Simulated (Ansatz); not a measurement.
Relaxed bulk Ti:

```cif
data_structure
_symmetry_space_group_name_H-M 'P6_3/mmc'
_symmetry_Int_Tables_number 194
_cell_length_a 2.9004
_cell_length_b 2.9004
_cell_length_c 4.5910
_cell_angle_alpha 90.000
_cell_angle_beta 90.000
_cell_angle_gamma 120.000
_cell_volume 33.45
loop_
_atom_site_label
_atom_site_type_symbol
_atom_site_symmetry_multiplicity
_atom_site_Wyckoff_symbol
_atom_site_fract_x
_atom_site_fract_y
_atom_site_fract_z
_atom_site_occupancy
Ti1 Ti 2 c 0.33333 0.66667 0.25000 1
```

Miller indices refer to the conventional cell of P6_3/mmc (No. 194), a = 2.900 Å, b = 2.900 Å, c = 4.591 Å, α = 90.00°, β = 90.00°, γ = 120.00°.

Consider the (100) slab of 10 planes, 11.7 Å thick with 15 Å of vacuum as cut; outer planes Ti (top) and Ti (bottom), all atoms relaxed.

Level of theory: DFT PBEsol, scalar-relativistic, plane waves, PAW in Ansatz 0.2.0. Plane waves to 420 eV, a k mesh through Γ of 12×8×1 on the computed 10-atom cell and Gaussian smearing (0.10 eV); no spin polarisation. A dipole correction removes the field between periodic images along c.

The work function read from the bulk's Fermi level differs by 0.20 eV, so the slab's middle doesn't match the bulk reference (too thin, or relaxed to another structure or magnetic state).

Q: Give the surface energy (mean of both faces).

A: 2.46 J/m².

Q: Give the work function.

A: 3.44 eV.

Q: The top two planes lie 1.675 Å apart in the bulk. How does relaxation change this?

A: The spacing becomes 1.466 Å (-12.4 %).